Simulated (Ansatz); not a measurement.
# Si (Fd-3m): the host for defect calculations

Before any defect goes in: Si (Fd-3m) at rest, and how it screens a charge.

Program: Ansatz 0.2.0. Level of theory: plane-wave PAW DFT, PBEsol; relaxation of the host's cell and atoms; PAW set soft_1, in the first sound run; inputs show where later runs differ. Results are calculated unless marked as measured.

Most raw output is cut from this account.

## Step 1: Set-up

It takes space group Fd-3m (No. 227, cubic). Conventional cell: a = 5.444 Å, b = 5.444 Å, c = 5.444 Å, α = 90.00°, β = 90.00°, γ = 90.00°. Si has 4 Si at 2.36 Å nearest.

## Step 2: Host cell relaxation

Cell and atoms are relaxed together, until forces and stress fall under their thresholds.

The input, cell/input.yaml:

```yaml
crystal:
  lattice:
    - [0.0, 2.7218512, 2.7218512]
    - [2.7218512, 0.0, 2.7218512]
    - [2.7218512, 2.7218512, 0.0]
  atoms:
    - { symbol: Si, position: [0.75, 0.75, 0.75] }
    - { symbol: Si, position: [0.5, 0.5, 0.5] }
basis:
  ecutwfc: 420
  xc_grid: 2
hamiltonian:
  xc: pbesol
  pseudopotentials: { kind: paw, azcp: { folder: soft_1 }, xc_functional: pbe }
kpoints:
  mp_grid: { grid: [9, 9, 9] }
scf:
  occupations: { method: fixed }
  max_iter: 100
relax:
  f_tol: 0.005
  max_steps: 60
  cell: {}
output:
  forces: true
  stress: true
checkpoint:
  write: "../cell.run"
  compress: false
  write_wavefunctions: false
  write_every: 100000
```

Command:

```
$ ansatz run input.yaml --threads 8 --pin off --max-ram 18841MiB --backend cpu --events-out ev --progress --plain --runs-dir out
```

The job ended after 1 s (8 threads of Arm Neoverse V2, shared host; peak memory 0.28 GiB; 3 s of CPU time).

Step by step:

| step | energy less that of the first step (eV) | largest force component (eV/Å) | pressure (GPa) | volume (Å³) |
| --- | --- | --- | --- | --- |
| 1 | 0.0000 | 0.0000 | -0.52 | 40.33 |
| 2 | -0.0004 | 0.0000 | -0.12 | 40.16 |
| 3 | -0.0004 | 0.0000 | 0.00 | 40.10 |
| 4* | -0.0004 | 0.0000 | 0.00 | 40.10 |

Relaxation steps marked * repeat the geometry before them on a plane-wave basis chosen anew for their cell, so energy and pressure can jump there.

The run keeps the 48 symmetry operations that it works with, so distortions that break them were not tested.

| conventional cell, symmetrised | before | after | change |
| --- | --- | --- | --- |
| a (Å) | 5.444 | 5.433 | -0.2 % |
| b (Å) | 5.444 | 5.433 | -0.2 % |
| c (Å) | 5.444 | 5.433 | -0.2 % |
| volume (Å³/atom) | 20.16 | 20.05 | -0.6 % |

The relaxed structure:

```xyz
2
Lattice="0.0000 2.7167 2.7167 2.7167 0.0000 2.7167 2.7167 2.7167 0.0000" Properties=species:S:1:pos:R:3 pbc="T T T"
Si    4.0751    4.0751    4.0751
Si    2.7167    2.7167    2.7167
```

This step gave:

```yaml
pressure: 0.001159 GPa
```

The cell shrank by 0.6 % in volume.

## Step 3: Dielectric tensors of the host

The response to a uniform electric field gives the electronic dielectric tensor.

This step: plane-wave PAW DFPT, PBEsol; dielectric tensors, Born charges and zone-centre modes of the host; PAW set soft_1 (Ansatz 0.2.0).

The input, eps/input.yaml:

```yaml
crystal:
  lattice:
    - [0.0, 2.7167385685, 2.7167385685]
    - [2.7167385685, 0.0, 2.7167385685]
    - [2.7167385685, 2.7167385685, 0.0]
  atoms:
    - { symbol: Si, position: [0.75, 0.75, 0.75] }
    - { symbol: Si, position: [0.5, 0.5, 0.5] }
basis:
  ecutwfc: 420
hamiltonian:
  xc: pbesol
  pseudopotentials: { kind: paw, azcp: { folder: soft_1 }, xc_functional: pbe }
kpoints:
  mp_grid: { grid: [8, 8, 8] }
scf:
  occupations: { method: fixed }
  max_iter: 100
phonons:
  method: dfpt
  dielectric: true
  rigid_motions: translations
```

Elapsed: 2.6 s, on 8 threads; peak memory 0.41 GiB; 17 s of CPU time.

Electronic dielectric tensor:

```
13.28  0.00  0.00
 0.00 13.28  0.00
 0.00  0.00 13.28
```

Static dielectric tensor:

```
13.28  0.00  0.00
 0.00 13.28  0.00
 0.00  0.00 13.28
```

The electronic dielectric tensor is isotropic, 13.28. The static dielectric tensor is isotropic, 13.28.

## Step 4: Host on a dense mesh

This step: plane-wave PAW DFT, PBEsol; single point of the defect-free host, a test of the k-point sampling; PAW set soft_1 (Ansatz 0.2.0).

The input, dense/input.yaml:

```yaml
crystal:
  lattice:
    - [0.0, 2.7167385685, 2.7167385685]
    - [2.7167385685, 0.0, 2.7167385685]
    - [2.7167385685, 2.7167385685, 0.0]
  atoms:
    - { symbol: Si, position: [0.75, 0.75, 0.75] }
    - { symbol: Si, position: [0.5, 0.5, 0.5] }
basis:
  ecutwfc: 420
  xc_grid: 2
hamiltonian:
  xc: pbesol
  pseudopotentials: { kind: paw, azcp: { folder: soft_1 }, xc_functional: pbe }
kpoints:
  mp_grid: { grid: [9, 9, 9] }
scf:
  occupations: { method: fermi_dirac, width: 0.01 }
  max_iter: 100
  lower_state_search: "off"
checkpoint:
  write: "../dense.run"
  compress: false
  write_wavefunctions: false
  write_every: 100000
```

Run time: 0.22 s. Hardware: 8 threads; peak memory 0.26 GiB.

## Step 5: Defect free supercell at the zone centre

The supercell is run at the zone centre, to see how far that sampling misses the dense mesh.

System of this step: Si (Fd-3m). The cell holds 128 atoms: 128 Si. Its edges and angles: a = 15.368 Å, b = 15.368 Å, c = 15.368 Å, α = 60.0°, β = 60.0°, γ = 60.0°.

The input, pristine.sampling_gamma/input.yaml:

```yaml
crystal:
  lattice:
    - [0.0, 10.8669542739, 10.8669542739]
    - [10.8669542739, 0.0, 10.8669542739]
    - [10.8669542739, 10.8669542739, 0.0]
  atoms:
    - { symbol: Si, position: [0.1875, 0.1875, 0.1875] }
    - { symbol: Si, position: [0.125, 0.125, 0.125] }
    - { symbol: Si, position: [0.1875, 0.1875, 0.4375] }
    - { symbol: Si, position: [0.125, 0.125, 0.375] }
    - { symbol: Si, position: [0.1875, 0.1875, 0.6875] }
    - { symbol: Si, position: [0.125, 0.125, 0.625] }
    - { symbol: Si, position: [0.1875, 0.1875, 0.9375] }
    - { symbol: Si, position: [0.125, 0.125, 0.875] }
    - { symbol: Si, position: [0.1875, 0.4375, 0.1875] }
    - { symbol: Si, position: [0.125, 0.375, 0.125] }
    - { symbol: Si, position: [0.1875, 0.4375, 0.4375] }
    - { symbol: Si, position: [0.125, 0.375, 0.375] }
    - { symbol: Si, position: [0.1875, 0.4375, 0.6875] }
    - { symbol: Si, position: [0.125, 0.375, 0.625] }
    - { symbol: Si, position: [0.1875, 0.4375, 0.9375] }
    - { symbol: Si, position: [0.125, 0.375, 0.875] }
    - { symbol: Si, position: [0.1875, 0.6875, 0.1875] }
    - { symbol: Si, position: [0.125, 0.625, 0.125] }
    - { symbol: Si, position: [0.1875, 0.6875, 0.4375] }
    - { symbol: Si, position: [0.125, 0.625, 0.375] }
    - { symbol: Si, position: [0.1875, 0.6875, 0.6875] }
    - { symbol: Si, position: [0.125, 0.625, 0.625] }
    - { symbol: Si, position: [0.1875, 0.6875, 0.9375] }
    - { symbol: Si, position: [0.125, 0.625, 0.875] }
    - { symbol: Si, position: [0.1875, 0.9375, 0.1875] }
    - { symbol: Si, position: [0.125, 0.875, 0.125] }
    - { symbol: Si, position: [0.1875, 0.9375, 0.4375] }
    - { symbol: Si, position: [0.125, 0.875, 0.375] }
    - { symbol: Si, position: [0.1875, 0.9375, 0.6875] }
    - { symbol: Si, position: [0.125, 0.875, 0.625] }
[... 92 atom lines left out ...]
    - { symbol: Si, position: [0.9375, 0.9375, 0.4375] }
    - { symbol: Si, position: [0.875, 0.875, 0.375] }
    - { symbol: Si, position: [0.9375, 0.9375, 0.6875] }
    - { symbol: Si, position: [0.875, 0.875, 0.625] }
    - { symbol: Si, position: [0.9375, 0.9375, 0.9375] }
    - { symbol: Si, position: [0.875, 0.875, 0.875] }
basis:
  ecutwfc: 420
  xc_grid: 2
hamiltonian:
  xc: pbesol
  pseudopotentials: { kind: paw, azcp: { folder: soft_1 }, xc_functional: pbe }
kpoints:
  mp_grid: { grid: [1, 1, 1] }
scf:
  occupations: { method: fermi_dirac, width: 0.01 }
  max_iter: 100
  lower_state_search: "off"
checkpoint:
  write: "../pristine.sampling_gamma.run"
  compress: false
  write_wavefunctions: false
  write_every: 100000
```

Elapsed: 7.8 s, on 8 threads; peak memory 3 GiB; 57 s of CPU time.

## Step 6: Defect free supercell at the quarter point

The supercell is run at one point off the zone centre, to see how far that sampling misses the dense mesh.

pristine.sampling_quarter/input.yaml, as its differences from pristine.sampling_gamma/input.yaml of step 5:

```diff
@@ -50,3 +50,3 @@
 kpoints:
-  mp_grid: { grid: [1, 1, 1] }
+  mp_grid: { grid: [1, 1, 1], shift: [0.25, 0.25, 0.25] }
 scf:
@@ -56,3 +56,3 @@
 checkpoint:
-  write: "../pristine.sampling_gamma.run"
+  write: "../pristine.sampling_quarter.run"
   compress: false
```

It took 8.2 s on 8 threads; peak memory 5.2 GiB; 60 s of CPU time.

## Step 7: What came out

```yaml
primitive_cell_vectors_lengths: 3.842, 3.842, 3.842 Å
electronic_dielectric_constant: 13.28
static_dielectric_constant: 13.28
gap_on_the_k_mesh_of_the_response_run_pbesol: 0.51 eV
energy_an_atom_at_the_zone_centre_alone_less_that_on_the_dense_mesh: 0.098 eV
energy_an_atom_at_one_point_at_less_that_on_the_dense_mesh: 0.046 eV
```

**Reading.** The k-mesh can miss the band edges, so this gap is an upper bound at this level. All at zero temperature.

[Logs are printed without paths, hosts, clocks, repeated set-up lines and the standing remarks that a program may print on its own settings, such as how far it seeks lower states.]

[Hosts, paths, dates, database ids (printed as entryN), source tags and the programs' standing remarks are cut or masked in the printed files.]

[Runs of the host that timed out are not shown.]

[For some hosts the program warned that the k-mesh of the response run may be too coarse for force constants and the static dielectric constant; such warnings are not always shown.]

[The program warned that the k-mesh of a response run behind this text may be too coarse: force constants, and the static dielectric constant and all else formed from them, are not shown converged.]
